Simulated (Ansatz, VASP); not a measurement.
**SiC (Moissanite 3C): VASP beside Ansatz**

```
Si C
1.0
     0.00000    2.17900    2.17900
     2.17900    0.00000    2.17900
     2.17900    2.17900    0.00000
Si C
1 1
Cartesian
  0.0000 0.0000 0.0000
  3.2685 3.2685 3.2685
```

Alike in both runs: task single point; functional PBE; k mesh 10 × 10 × 10; occupations gaussian, width 0.017 eV; no spin polarisation.

|  | VASP | Ansatz |
| --- | --- | --- |
| version | VASP 6.6.1 | Ansatz 0.2.0 |
| potentials or method | VASP PAW PBE potentials, release 64 (Si, C) | Ansatz PAW |
| plane-wave cutoff (eV) | 520 | 420 |
| valence electrons in the cell | 8 | 8 |

VASP gave:

* gap on the k mesh at the Fermi level (eV): 1.36
* least direct gap on the mesh (eV): 4.54
* pressure (GPa): 3.2

Q: Estimate Ansatz's values.

A: gap on the k mesh at the Fermi level (eV): 1.36; least direct gap on the mesh (eV): 4.55; pressure (GPa): 3.3.

A k mesh can miss the band edges. A hybrid or GW would open this gap; PBE tends to underestimate it.
